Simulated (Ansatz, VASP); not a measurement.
## Rh: VASP beside Ansatz

```
CELL_PARAMETERS angstrom
0.00000 2.53717 2.53717
2.53717 0.00000 2.53717
2.53717 2.53717 0.00000
ATOMIC_POSITIONS crystal
Rh 0.87500 0.87500 0.87500
Rh 0.12500 0.12500 0.12500
```

Change from the starting cell: volume scaled by 0.78, LAPW.

Alike in both runs: task single point; functional PBE; k mesh 13 × 13 × 13; occupations fermi-dirac, width 0.05 eV; no spin polarisation.

```csv
,VASP,Ansatz
version,VASP 6.6.1,Ansatz 0.2.0
potentials or method,"VASP PAW PBE potentials, release 64 (Rh_pv), cutoff 520 eV","all-electron LAPW, scalar-relativistic"
```

|  | VASP | Ansatz | Ansatz less VASP |
| --- | --- | --- | --- |
| pressure (GPa) | 60.5 | 59.9 | -0.65 |

Ansatz ran all-electron here, so the differences hold the error of VASP's frozen core and of both bases.

Caveats: the cell as given lies far from equilibrium; so large a pressure means that the cell lies far from this level's equilibrium, or that cutoff or potentials fall short (VASP).
